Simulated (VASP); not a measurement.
## Zn3H: band structure with PW91

Zn3H:

```
Zn H
1.0
     0.00000    2.99658    2.99658
     2.99658    0.00000    2.99658
     2.99658    2.99658    0.00000
Zn H
3 1
Direct
  0.50000 0.50000 0.50000
  0.25000 0.25000 0.25000
  0.75000 0.75000 0.75000
  0.00000 0.00000 0.00000
```

The cell was built by a generator and needn't be a form met in nature.

```json
{"Program": "VASP 6.6.1", "Task": "band structure", "Functional": "PW91", "Potentials or basis": "VASP PAW PBE potentials, release 64 (Zn, H)", "Cutoff": "520 eV", "k mesh": "6 × 6 × 6", "Occupations": "fermi-dirac, width 0.05 eV", "Spin": "no spin polarisation", "Further INCAR settings": "ALGO = Normal; EDIFF = 1e-07; NBANDS = 26"}
```

| Quantity | Value |
| --- | --- |
| Pressure | 0.4 GPa |
| Band gap along the path | none (metal or under the smearing width) |

Levels at the corners of the path, in eV from the Fermi level:
```csv
point,band 15,band 16,band 17,band 18,band 19,band 20,band 21,band 22,band 23,band 24
Γ,-6.85,-6.85,0.32,3.35,3.35,3.35,3.72,4.19,4.19,4.19
X,-6.81,-5.34,-4.72,-1.14,-1.14,-1.00,-0.03,9.06,10.95,10.95
X,-6.81,-5.34,-4.72,-1.14,-1.14,-1.00,-0.03,9.06,10.95,10.95
W,-6.75,-4.22,-4.14,-3.79,-3.79,2.41,4.85,4.85,6.20,11.30
W,-6.75,-4.22,-4.14,-3.79,-3.79,2.41,4.85,4.85,6.20,11.30
K,-6.81,-4.73,-4.54,-4.26,-0.45,-0.28,3.58,7.54,8.42,8.49
K,-6.81,-4.73,-4.54,-4.26,-0.45,-0.28,3.58,7.54,8.42,8.49
Γ,-6.85,-6.85,0.32,3.35,3.35,3.35,3.72,4.19,4.19,4.19
Γ,-6.85,-6.85,0.32,3.35,3.35,3.35,3.72,4.19,4.19,4.19
L,-6.86,-6.20,-5.71,0.45,1.86,1.86,2.89,3.79,3.79,8.64
L,-6.86,-6.20,-5.71,0.45,1.86,1.86,2.89,3.79,3.79,8.64
U,-6.81,-4.73,-4.54,-4.26,-0.45,-0.28,3.58,7.54,8.42,8.49
U,-6.81,-4.73,-4.54,-4.26,-0.45,-0.28,3.58,7.54,8.42,8.49
W,-6.75,-4.22,-4.14,-3.79,-3.79,2.41,4.85,4.85,6.20,11.30
W,-6.75,-4.22,-4.14,-3.79,-3.79,2.41,4.85,4.85,6.20,11.30
L,-6.86,-6.20,-5.71,0.45,1.86,1.86,2.89,3.79,3.79,8.64
L,-6.86,-6.20,-5.71,0.45,1.86,1.86,2.89,3.79,3.79,8.64
K,-6.81,-4.73,-4.54,-4.26,-0.45,-0.28,3.58,7.54,8.42,8.49
U,-6.81,-4.73,-4.54,-4.26,-0.45,-0.28,3.58,7.54,8.42,8.49
X,-6.81,-5.34,-4.72,-1.14,-1.14,-1.00,-0.03,9.06,10.95,10.95
```

Run time: 27 s on 1 thread of Intel(R) Xeon(R) 6975P-C (Granite Rapids) (shared host), peak memory 0.17 GiB.

Caveat: the PAW data sets were made with another functional, which shifts forces and pressure a little.
